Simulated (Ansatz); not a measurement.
Runs of Ansatz 0.2.0 on In. Symmetry: R-3m, No. 166, trigonal system. The conventional cell has a = 3.339 Å, b = 3.339 Å, c = 24.622 Å, α = 90.00°, β = 90.00°, γ = 120.00°. In (site symmetry 3m) is surrounded by 12 In at 3.34 to 3.35 Å. Around In (site symmetry -3m) lie 12 In at 3.34 to 3.35 Å. This isn't the form of In at room conditions, which is tetragonal.

| task | level | cell | k mesh | cutoff (eV) | points for each segment of the path | mesh quality | gap on the mesh (eV) | pressure (GPa) | V0 of scaled cells (Å³/atom) | relaxed volume (Å³/atom) | B0 (GPa) |
| --- | --- | --- | --- | --- | --- | --- | --- | --- | --- | --- | --- |
| equation of state | PBEsol | as given | 9 × 9 × 9 | 420 | - | not flagged | - | - | 25.70 | - | 43 |
| relaxation of cell and atoms | PBEsol | relaxed | 9 × 9 × 9 | 420 | - | not flagged | none | 0.0 | - | 25.70 | - |
| band structure | r2SCAN | as given | 5 × 5 × 5 | 500 | 14 | coarse | none | 0.0 | - | - | - |
| relaxation of cell and atoms | PBEsol+D4 | relaxed | 9 × 9 × 9 | 420 | - | not flagged | none | 0.0 | - | 24.94 | - |
| equation of state | r2SCAN | as given | 9 × 9 × 9 | 500 | - | not flagged | - | - | (b) | - | (a) |

Alike in all rows: potentials or basis Ansatz PAW; no spin polarisation; smearing fermi-dirac 0.05 eV.

Fill in the values left out.

(a) 40; (b) 26.44.

Caveats: some runs use coarse meshes; the PAW data sets come from PBE, with cores solved anew for the run's functional, which leaves a small shift of forces and pressure; the cell was scaled at fixed shape and fractional positions, which overstates the stiffness of a crystal with free parameters, most of all of layers and chains (some runs); the plane-wave basis is chosen anew once the cell has moved, so the energies of steps on either side of that aren't comparable (some runs); pairwise dispersion overbinds metals, which lowers pressure and volume (some runs).

A k mesh can miss the band edges, and the runs leave out spin-orbit coupling on In.

A gap of «none» marks a metal or a gap under the smearing width.

Not every run made on this cell is shown here.
